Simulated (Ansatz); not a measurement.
**Defect calculation, host ZrS2**

Method: DFT PBE, scalar-relativistic, plane waves, PAW (Ansatz 0.2.0). Settings: 420 eV cutoff, 2×2×2 k-mesh, shifted by half a step, Gaussian smearing of 0.01 eV, collinear spin in charge +1, +3 alone.

Host crystal, relaxed:

```
Zr S
1.0
     3.68521    0.00000    0.00000
    -1.84260    3.19148    0.00000
     0.00000    0.00000    6.75791
Zr S
1 2
Cartesian
  0.0000 0.0000 0.0000
  1.8426 1.0638 5.3096
  0.0000 2.1277 1.4483
```

Supercell of 27 atoms, rows in host cell vectors: 2 1 1; -1 1 1; -1 -2 1. Atoms relax at the host's cell from a start displaced at random by 0.06 Å near the defect, so other minima may exist. The cell is small, so energies carry finite-size errors of tenths of an eV. The host's Kohn–Sham gap is 1.14 eV. Atoms are taken from and returned to the elements' standard states. Charged cells are corrected for image charges with the computed static dielectric tensor (mean 36.6) and aligned with the host's potential at far atoms (alignment terms reach 0.98 eV; the program doubts the alignment in some charges, where it is up to 0.98 eV). No band-filling term is added, and the Fermi level counts from the host's valence band top.

Starting moments were lost in some runs.

The defect is an interstitial at (0.000, 0.000, 0.500) of the host cell.

```json
{"charge": "+3", "E_f at the valence band top (eV)": "-5.02", "over the neutral state (eV)": "-3.78", "moment (μB)": "0.50", "largest move (Å)": "0.17", "atoms near the site": "6 S at 2.72 Å, 2 Zr at 3.47 Å"}
{"charge": "+2", "E_f at the valence band top (eV)": "-3.71", "over the neutral state (eV)": "-2.48", "moment (μB)": "0.00", "largest move (Å)": "0.17", "atoms near the site": "6 S at 2.73 Å, 2 Zr at 3.39 Å"}
{"charge": "+1", "E_f at the valence band top (eV)": "-2.46", "over the neutral state (eV)": "-1.23", "moment (μB)": "0.00", "largest move (Å)": "0.18", "atoms near the site": "5 S at 2.72 Å, 1 S at 2.73 Å, 2 Zr at 3.38 Å"}
{"charge": "0", "E_f at the valence band top (eV)": "-1.23", "over the neutral state (eV)": "0.00", "moment (μB)": "0.00", "largest move (Å)": "0.20", "atoms near the site": "3 S at 2.73 Å, 3 S at 2.74 Å, 1 Zr at 3.27 Å, 1 Zr at 3.30 Å"}
```

Among the charges computed the stable one is +3 at the valence band top and stays so across the gap. In charge +2, +1, 0 the extra carrier would gain by moving to a band edge of the host, so it isn't bound in the gap, though by less than the errors named above. In charge +3, +1, 0 the cell has partly filled bands: a level of the defect may be part filled, the carrier may sit in the host's bands, or levels may cross between the k points, so transitions that involve it are doubtful. Other sites of the defect weren't tried. Fractional moments come from partly filled bands of the small cell.

Which element is it? Judge by the nearest distance in charge 0 and covalent radii.
A. Zr
B. Rh
C. Rb
D. Cd
E. Al

A. The nearest neighbour is S at 2.73 Å, and the summed covalent radii with S are 2.26 Å for Al, 2.49 Å for Cd, 3.25 Å for Rb, 2.47 Å for Rh, 2.80 Å for Zr, so Zr fits best. Bonds can miss such sums by a tenth of an ångström or more.